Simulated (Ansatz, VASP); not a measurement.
## C in VASP and in Ansatz

```
CELL_PARAMETERS angstrom
0.00000 1.74380 1.74380
1.74380 0.00000 1.74380
1.74380 1.74380 0.00000
ATOMIC_POSITIONS crystal
C 0.00000 0.00000 0.00000
C 0.25000 0.25000 0.25000
```

Alike in both runs: task single point; functional r2SCAN; k mesh 12 × 12 × 12; occupations gaussian, width 0.02 eV; no spin polarisation.

|  | VASP | Ansatz |
| --- | --- | --- |
| version | VASP 6.6.1 | Ansatz 0.2.0 |
| potentials or method | VASP PAW PBE potentials, release 64 (C) | scalar-relativistic, plane waves, PAW |
| plane-wave cutoff (eV) | 520 | 500 |
| valence electrons in the cell | 8 | 8 |

|  | VASP | Ansatz | Ansatz less VASP |
| --- | --- | --- | --- |
| gap on the k mesh at the Fermi level (eV) | 4.50 | 4.54 | +0.034 |
| least direct gap on the mesh (eV) | 6.02 | 6.07 | +0.050 |

With one functional, cell and mesh, what is left measures potentials, basis and numerics.
